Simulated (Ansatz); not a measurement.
**Ga in Ansatz: the effect of functional**

Ga:

```
CELL_PARAMETERS angstrom
1.37372 -3.99948 0.00000
1.37372 3.99948 0.00000
-0.11666 0.00000 3.30758
ATOMIC_POSITIONS crystal
Ga 0.13100 0.86900 0.75000
Ga 0.86900 0.13100 0.25000
```

This isn't the form of Ga at room conditions, which is orthorhombic.

The cell isn't the ideal one: volume scaled by 0.98.

Alike in all runs:

| Quantity | Value |
| --- | --- |
| Program | Ansatz 0.2.0 |
| Task | single point |
| Potentials or basis | Ansatz PAW |
| k mesh | 10 × 10 × 8 |
| Occupations | fermi-dirac, width 0.05 eV |
| Spin | no spin polarisation |

```tsv
functional	cutoff	pressure (GPa)	largest force (eV/Å)
LDA	420 eV (not typed: the program's choice for these potentials)	-3.0	0.19
PBEsol	420 eV (not typed: the program's choice for these potentials)	-0.9	0.21
r2SCAN	500 eV (not typed: the program's choice for these potentials)	?	?
```

Problem. What does the run with functional r2SCAN give?

Solution. Pressure -0.2 GPa; largest force 0.22 eV/Å.

Caveats: the PAW data sets come from PBE, with cores solved anew for the run's functional, which leaves a small shift of forces and pressure.

Runs at the PBE level aren't shown here.
